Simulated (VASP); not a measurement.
GaP:

```
Ga P
1.0
     0.00000    2.72525    2.72525
     2.72525    0.00000    2.72525
     2.72525    2.72525    0.00000
Ga P
1 1
Direct
  0.00000 0.00000 0.00000
  0.75000 0.75000 0.75000
```

```yaml
Program: VASP 6.6.1
Task: single point
Functional: PBE
Potentials_or_basis: VASP PAW PBE potentials, release 64 (Ga_d, P)
Cutoff: 520 eV
k_mesh: 8 × 8 × 8
Occupations: fermi-dirac, width 0.05 eV
Spin: no spin polarisation
```

On this cell: pressure 2.5 GPa; largest force zero by symmetry; band gap on the k mesh 1.64 eV, indirect (least direct gap 1.83 eV).

The same run follows on a disturbed copy (atoms moved at random, drawn with an rms of 0.05 Å):

```
Ga P
1.0
     0.00000    2.72525    2.72525
     2.72525    0.00000    2.72525
     2.72525    2.72525    0.00000
Ga P
1 1
Direct
  0.99861 0.98428 0.01741
  0.74762 0.74713 0.75281
```

**Question.** What does the disturbed cell give?

**Answer.** The energy moves by +7.3 meV/atom; pressure 2.6 GPa; largest force 0.550 eV/Å; band gap on the k mesh 1.45 eV, indirect (least direct gap 1.68 eV).

Forces on the atoms (eV/Å):
```
Ga  -0.090 -0.430  0.331
P    0.090  0.430 -0.331
```

Stress tensor (GPa, compression positive):
```
 2.62  1.01 -1.32
 1.01  2.54 -0.27
-1.32 -0.27  2.58
```

A k mesh can miss the band edges.
